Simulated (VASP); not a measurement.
# CoO (P3m1) in VASP: notebook, part 2 of 3

VASP 6.6.1. The steps go on from the part before.

## (3) Single point, PBE, collinear spin, ferromagnetic start

Contents of INCAR:

```
PREC = Accurate
ENCUT = 450
EDIFF = 1E-6
ISMEAR = 0
SIGMA = 0.05
LREAL = F
LASPH = F
NELM = 100
ALGO = Normal
ISIF = 2
LWAVE = F
LCHARG = F
ISPIN = 2
MAGMOM = 2 2 0 0
LORBIT = 11
LMAXMIX = 4
GGA = PE
NBANDS = 27
ADDGRID = F
```

Contents of KPOINTS:

```
Automatic mesh
0
Gamma
  5 5 3
```

Contents of POSCAR:

```
CoO
1.0
    3.1976457435      0.0000000000      0.0000000000
   -1.5988228718      2.7692424462      0.0000000000
    0.0000000000      0.0000000000      5.2287097100
Co O
2 2
Direct
    0.3365030000      0.6381030000      0.5003980000
    0.0481210000      0.0161470000     -0.0014250000
    0.3062570000      0.6452830000      0.8672390000
    0.0541720000      0.0112240000      0.3867870000
```

Potentials or basis: VASP PAW PBE potentials, release 64 (Co, O).

Launch:

```sh
$ cat potpaw_PBE.64/Co/POTCAR potpaw_PBE.64/O/POTCAR > POTCAR
$ mpirun -np 1 vasp_std > vasp.out
```

OUTCAR:

```text
PREC = Accurate
   ENCUT = 450
   EDIFF = 1E-6
   ISMEAR = 0
   LREAL = F
   LASPH = F
   NELM = 100
   ISIF = 2
   ISPIN = 2
   LORBIT = 11
   GGA = PE

 Found     38 irreducible k-points:

 Following reciprocal coordinates:
            Coordinates               Weight
  0.000000  0.000000  0.000000      1.000000
  0.200000  0.000000  0.000000      2.000000
  0.000000  0.200000  0.000000      2.000000
 -0.200000  0.200000  0.000000      2.000000
  0.400000  0.000000  0.000000      2.000000
  0.000000  0.400000  0.000000      2.000000
   k-points           NKPTS =     38   k-points in BZ     NKDIM =     38   number of bands    NBANDS=     27
   number of dos      NEDOS =    301   number of ions     NIONS =      4
   total plane-waves  NPLWV =  20736
   dimension x,y,z NGX =    24 NGY =   24 NGZ =   36
   dimension x,y,z NGXF=    48 NGYF=   48 NGZF=   72
   ions per type =               2   2
[... 438 lines left out ...]

  FORCE on cell =-STRESS in cart. coord.  units (eV):
  Direction    XX          YY          ZZ          XY          YZ          ZX
  --------------------------------------------------------------------------------------
  -------------------------------------------------------------------------------------
  Total       -1.0026318      1.8148390      0.3093228     -1.6193523      0.3961075     -0.1147110
  in kB      -34.6949438     62.8004593     10.7037665    -56.0358627     13.7068524     -3.9694465
  external PRESSURE =      12.9364273 kB  Pullay stress =       0.0000000 kB

 VOLUME and BASIS-vectors are now :
 -----------------------------------------------------------------------------
  energy-cutoff  :      450.00
  volume of cell :       46.30
      direct lattice vectors                 reciprocal lattice vectors
     3.197645743  0.000000000  0.000000000     0.312730077  0.180554794  0.000000000
    -1.598822872  2.769242446  0.000000000     0.000000000  0.361109588  0.000000000
     0.000000000  0.000000000  5.228709710     0.000000000  0.000000000  0.191251773

 POSITION                                       TOTAL-FORCE (eV/Angst)
 -----------------------------------------------------------------------------------
      0.05580      1.76706      2.61644         0.455786      0.871550     -0.006471
      0.12806      0.04471      5.22126        -0.533611     -0.288274      0.613097
     -0.05239      1.78695      4.53454         0.588530      0.344526      0.223829
      0.15528      0.03108      2.02240        -0.510705     -0.927802     -0.830455
 -----------------------------------------------------------------------------------
    total drift:                               -0.000213      0.000102      0.000315

  FREE ENERGIE OF THE ION-ELECTRON SYSTEM (eV)
  ---------------------------------------------------
  free  energy   TOTEN  =       -26.3138977875 eV

  energy  without entropy=      -26.3088759933  energy(sigma->0) =      -26.31138689

 total charge

# of ion       s       p       d       tot
------------------------------------------
    1        0.367   0.477   7.208   8.052
    2        0.344   0.424   7.198   7.966
    3        1.563   3.450   0.000   5.014
    4        1.563   3.447   0.000   5.010
--------------------------------------------------
tot          3.838   7.798  14.406  26.041

 magnetization (x)

# of ion       s       p       d       tot
------------------------------------------
    1        0.019   0.059   2.403   2.481
    2        0.022   0.049   2.390   2.461
    3        0.021   0.315   0.000   0.337
    4        0.021   0.302   0.000   0.323
--------------------------------------------------
tot          0.084   0.725   4.793   5.602
```

OSZICAR:

```text
N       E                     dE             d eps       ncg     rms          rms(c)
DAV:   1     0.235103043301E+03    0.23510E+03   -0.12311E+04  4112   0.117E+03
DAV:   2    -0.651746835352E+01   -0.24162E+03   -0.21660E+03  4254   0.293E+02
DAV:   3    -0.313962738549E+02   -0.24879E+02   -0.23542E+02  4524   0.108E+02
[... 11 lines left out ...]
DAV:  15    -0.263139287636E+02   -0.14737E-03   -0.67153E-04  5592   0.171E-01    0.114E-01
DAV:  16    -0.263138970106E+02    0.31753E-04   -0.17719E-04  5816   0.170E-01    0.342E-02
DAV:  17    -0.263138966757E+02    0.33492E-06   -0.26438E-05  5363   0.449E-02    0.136E-02
DAV:  18    -0.263138977498E+02   -0.10741E-05   -0.99895E-06  3768   0.238E-02    0.913E-03
DAV:  19    -0.263138977875E+02   -0.37693E-07   -0.19054E-06  2284   0.148E-02
   1 F= -.26313898E+02 E0= -.26311387E+02  d E =-.502179E-02  mag=     5.7925
```

stdout:

```text
POSCAR found type information on POSCAR CoO
 POSCAR found :  2 types and       4 ions
 scaLAPACK will be used
 LDA part: xc-table for (Slater+PW92), standard interpolation
 POSCAR, INCAR and KPOINTS ok, starting setup
 FFT: planning ... GRIDC
 FFT: planning ... GRID_SOFT
 FFT: planning ... GRID
 WAVECAR not read
 entering main loop
```

Wall time 32 s (1 thread of Intel Xeon 6975P-C (Granite Rapids), shared host); peak memory 0.2 GiB.

The run converged, but some of its settings lie outside the range that counts as converged, so its numbers aren't taken as properties of the crystal.

Results:

```yaml
Free_energy: -26.3139 eV
Largest_force: 1.346 eV/Å
Band_gap_on_the_k_mesh: none (metal or under the smearing width)
Net_moment: 5.79 μB per cell
Site_moments: Co +2.48, +2.46; O +0.34, +0.32 μB
Valence_electrons_inside_the_program's_atomic_spheres: Co 8.05, 7.97; O 5.01
```

Caveat: the k mesh is coarse (spacing up to 0.45 Å⁻¹), so the values aren't converged; the cutoff is under 1.25 times the usual one of these potentials, so pressure, stress and relaxed cells hold a basis-set (Pulay) error; semilocal functionals often make such compounds metallic where correlation or magnetic order opens a gap, which also shifts bond lengths.

## (4) Single point, PBE, collinear spin, ferromagnetic start

INCAR, as its differences from that of step 3:

```diff
@@ -1,8 +1,8 @@
-PREC = Accurate
+PREC = Normal
 ENCUT = 450
-EDIFF = 1E-6
+EDIFF = 1E-4
 ISMEAR = 0
 SIGMA = 0.05
-LREAL = F
-LASPH = F
+LREAL = Auto
+LASPH = T
 NELM = 100
```

KPOINTS is that of step 3.

Contents of POSCAR:

```
CoO
1.0
    3.1976457435      0.0000000000      0.0000000000
   -1.5988228718      2.7692424462      0.0000000000
    0.0000000000      0.0000000000      5.2287097100
Co O
2 2
Direct
    0.3333333333      0.6666666667      0.5033624100
    0.0000000000      0.0000000000      0.0034741400
    0.3333333333      0.6666666667      0.8715556000
    0.0000000000      0.0000000000      0.3716088500
```

Potentials or basis: VASP PAW PBE potentials, release 64 (Co, O).

Launch:

```sh
$ cat potpaw_PBE.64/Co/POTCAR potpaw_PBE.64/O/POTCAR > POTCAR
$ mpirun -np 1 vasp_std > vasp.out
```

OUTCAR:

```text
PREC = Normal
   ENCUT = 450
   EDIFF = 1E-4
   ISMEAR = 0
   LREAL = Auto
   LASPH = T
   NELM = 100
   ISIF = 2
   ISPIN = 2
   LORBIT = 11
   GGA = PE

 Found     12 irreducible k-points:

 Following reciprocal coordinates:
            Coordinates               Weight
  0.000000  0.000000  0.000000      1.000000
  0.200000  0.000000  0.000000      6.000000
  0.400000  0.000000  0.000000      6.000000
  0.200000  0.200000  0.000000      6.000000
  0.400000  0.200000  0.000000      6.000000
  0.000000  0.000000  0.333333      2.000000
   k-points           NKPTS =     12   k-points in BZ     NKDIM =     12   number of bands    NBANDS=     27
   number of dos      NEDOS =    301   number of ions     NIONS =      4
   total plane-waves  NPLWV =   9072
   dimension x,y,z NGX =    18 NGY =   18 NGZ =   28
   dimension x,y,z NGXF=    36 NGYF=   36 NGZF=   56
   ions per type =               2   2
   NGX,Y,Z   is equivalent  to a cutoff of   9.36,  9.36,  8.90 a.u.
   NGXF,Y,Z  is equivalent  to a cutoff of  18.72, 18.72, 17.81 a.u.
 SYSTEM =  unknown system
   PREC   = normal    normal or accurate (medium, high low for compatibility)
   ISTART =      0    job   : 0-new  1-cont  2-samecut
   ICHARG =      2    charge: 1-file 2-atom 10-const
   ISPIN  =      2    spin polarized calculation?
   LNONCOLLINEAR =      F non collinear calculations
   LSORBIT =      F    spin-orbit coupling
   LASPH  =      T    aspherical Exc in radial PAW
   ENCUT  =  450.0 eV  33.07 Ry    5.75 a.u.   5.53  5.53  9.04*2*pi/ulx,y,z
   NELM   =    100;   NELMIN=  2; NELMDL= -5     # of ELM steps
   EDIFF  = 0.1E-03   stopping-criterion for ELM
   LREAL  =      T    real-space projection
   EDIFFG = 0.1E-02   stopping-criterion for IOM
   NSW    =      0    number of steps for IOM
   IBRION =     -1    ionic relax: 0-MD 1-quasi-New 2-CG
   NFREE  =      0    steps in history (QN), initial steepest desc. (CG)
   ISIF   =      2    stress and relaxation
   ISYM   =      2    0-nonsym 1-usesym 2-fastsym
   POTIM  = 0.5000    time-step for ionic-motion
   TEBEG  =    0.0;   TEEND  =   0.0 temperature during run
   PSTRESS=    0.0 pullay stress
   NELECT =      30.0000    total number of electrons
   NUPDOWN=      -1.0000    fix difference up-down
   EMIN   =  10.00;   EMAX   =-10.00  energy-range for DOS
   EFERMI =   0.00;   METHOD = LEGACY
[... 39 lines left out ...]
 Fermi energy:         6.0079098797

 spin component 1

 k-point     1 :       0.0000    0.0000    0.0000
  band No.  band energies     occupation
      1     -13.9770      1.00000
      2     -13.3461      1.00000
      3      -1.0052      1.00000
      4      -0.2291      1.00000
      5      -0.0617      1.00000
      6      -0.0617      1.00000
[... 169 lines left out ...]
     26      20.0909      0.00000
     27      23.3371      0.00000

 [... further k-points ...]

 spin component 2

 k-point     1 :       0.0000    0.0000    0.0000
  band No.  band energies     occupation
      1     -13.4108      1.00000
      2     -12.7467      1.00000
      3      -0.4626      1.00000
      4       1.0836      1.00000
      5       1.2292      1.00000
      6       1.2293      1.00000
[... 169 lines left out ...]
     26      20.6740      0.00000
     27      24.0401      0.00000

 [... further k-points ...]

------------------------ aborting loop because EDIFF is reached ----------------------------------------

  FORCE on cell =-STRESS in cart. coord.  units (eV):
  Direction    XX          YY          ZZ          XY          YZ          ZX
  --------------------------------------------------------------------------------------
  -------------------------------------------------------------------------------------
  Total       -0.2208854     -0.2208854      0.8963487      0.0000000      0.0000000     -0.0000000
  in kB       -7.6434919     -7.6434919     31.0171366      0.0000000      0.0000000     -0.0000000
  external PRESSURE =       5.2433843 kB  Pullay stress =       0.0000000 kB

 VOLUME and BASIS-vectors are now :
 -----------------------------------------------------------------------------
  energy-cutoff  :      450.00
  volume of cell :       46.30
      direct lattice vectors                 reciprocal lattice vectors
     3.197645743  0.000000000  0.000000000     0.312730077  0.180554794  0.000000000
    -1.598822872  2.769242446  0.000000000     0.000000000  0.361109588  0.000000000
     0.000000000  0.000000000  5.228709710     0.000000000  0.000000000  0.191251773

 POSITION                                       TOTAL-FORCE (eV/Angst)
 -----------------------------------------------------------------------------------
     -0.00000      1.84616      2.63194         0.000000     -0.000000     -0.286519
      0.00000      0.00000      0.01817        -0.000000      0.000000     -0.291595
     -0.00000      1.84616      4.55711         0.000000     -0.000000      0.290813
      0.00000      0.00000      1.94303        -0.000000     -0.000000      0.287300
 -----------------------------------------------------------------------------------
    total drift:                                0.000008      0.000013      0.002908

  FREE ENERGIE OF THE ION-ELECTRON SYSTEM (eV)
  ---------------------------------------------------
  free  energy   TOTEN  =       -26.6364090701 eV

  energy  without entropy=      -26.6342693586  energy(sigma->0) =      -26.63533921

 total charge

# of ion       s       p       d       tot
------------------------------------------
    1        0.348   0.434   7.190   7.973
    2        0.348   0.434   7.189   7.972
    3        1.560   3.451   0.000   5.011
    4        1.560   3.451   0.000   5.011
--------------------------------------------------
tot          3.817   7.770  14.380  25.966

 magnetization (x)

# of ion       s       p       d       tot
------------------------------------------
    1        0.016   0.060   2.434   2.510
    2        0.016   0.060   2.435   2.511
    3        0.022   0.299   0.000   0.321
    4        0.022   0.299   0.000   0.321
--------------------------------------------------
tot          0.076   0.718   4.869   5.662
```

It took 12 s on 1 thread of Intel Xeon 6975P-C (Granite Rapids), shared host; peak memory 0.14 GiB.

The run converged, but some of its settings lie outside the range that counts as converged, so its numbers aren't taken as properties of the crystal.

What came out:

```yaml
Free_energy: -26.6364 eV
Largest_force: 0.292 eV/Å
Band_gap_on_the_k_mesh: none (metal or under the smearing width)
Net_moment: 5.90 μB per cell
Site_moments: Co +2.51; O +0.32 μB
Valence_electrons_inside_the_program's_atomic_spheres: Co 7.97; O 5.01
```

Caveat: the k mesh is coarse (spacing up to 0.45 Å⁻¹), so the values aren't converged; the cutoff is under 1.25 times the usual one of these potentials, so pressure, stress and relaxed cells hold a basis-set (Pulay) error; semilocal functionals often make such compounds metallic where correlation or magnetic order opens a gap, which also shifts bond lengths.

[end of part 2 of 3]
